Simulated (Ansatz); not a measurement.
# BAs (zincblende type): how the settings move a single-point run

How sensitive is a single-point run of BAs (zincblende type) to its settings? A reference run comes first, then one run with altered input.

Computed with Ansatz 0.2.0 (reference: DFT, PBEsol, all-electron PAW with datasets made for the crystal, scalar-relativistic, unless a step's input says otherwise).

## 1. The system as given

It takes space group F-43m (No. 216, cubic). The conventional cell has a = 4.569 Å, b = 4.569 Å, c = 4.569 Å, α = 90.00°, β = 90.00°, γ = 90.00°. B (site symmetry -43m) has 4 As at 1.98 Å in its first shell of neighbours. Around As (site symmetry -43m) lie 4 B at 1.98 Å.

Coordinates:

```
CELL_PARAMETERS angstrom
0.00000 2.28435 2.28435
2.28435 0.00000 2.28435
2.28435 2.28435 0.00000
ATOMIC_POSITIONS crystal
B 0.00000 0.00000 0.00000
As 0.25000 0.25000 0.25000
```

## 2. Baseline

input.yaml

```yaml
crystal:
  lattice:
    - [0.0, 2.2843538476, 2.2843538476]
    - [2.2843538476, 0.0, 2.2843538476]
    - [2.2843538476, 2.2843538476, 0.0]
  atoms:
    - { symbol: B, position: [0.0, 0.0, 0.0] }
    - { symbol: As, position: [0.25, 0.25, 0.25] }
kpoints:
  mp_grid: { grid: [14, 14, 14] }
scf:
  occupations: { method: fermi_dirac, width: 0.05 }
hamiltonian:
  xc: pbesol
  pseudopotentials: { kind: all_electron, datasets: crystal }
output:
  forces: true
  stress: true
  eigenvalues: true
```

Launch:

```bash
ansatz run input.yaml --threads 1 --pin off --max-ram 2048MiB --backend cpu --events-out ev --progress --plain --runs-dir out
```

## 3. Variant: preconditioner resta

Changes to input.yaml since step 2:

```diff
@@ -12,2 +12,3 @@
   occupations: { method: fermi_dirac, width: 0.05 }
+  mixing: { preconditioner: resta }
 hamiltonian:
```

What does the calculation give? Wanted: for each run, ending; energy change; pressure; gap; force.

As calculated:

```
                    run     ending  energy change  pressure (GPa)  gap (eV)  force (eV/Å)  cycles   time
              reference  converged              0            23.2      0.96          0.00       7  8.9 s
1: preconditioner resta  converged   0.0 meV/atom            23.2      0.96          0.00       8  9.1 s
```

Residual by cycle in the longest SCF loop of each run; runs are numbered as in the table. The quantity is the density residual dr2, in eV.

```
cycle  reference   run 1
    1       2.51    2.51
    2      0.111   0.391
    3     0.0143  0.0166
    4     1.8e-4  3.9e-4
    5     1.7e-5  5.9e-5
    6     5.9e-7  5.9e-6
    7     1.0e-8  1.5e-7
    8          -  3.2e-9
```

**Reading.** The changed mixing doesn't alter the result here (within 0.5 meV/atom). Cost: 8 SCF cycles against 7. The structure is not at rest: the sound run finds 23 GPa, so these are no properties of the relaxed crystal. 
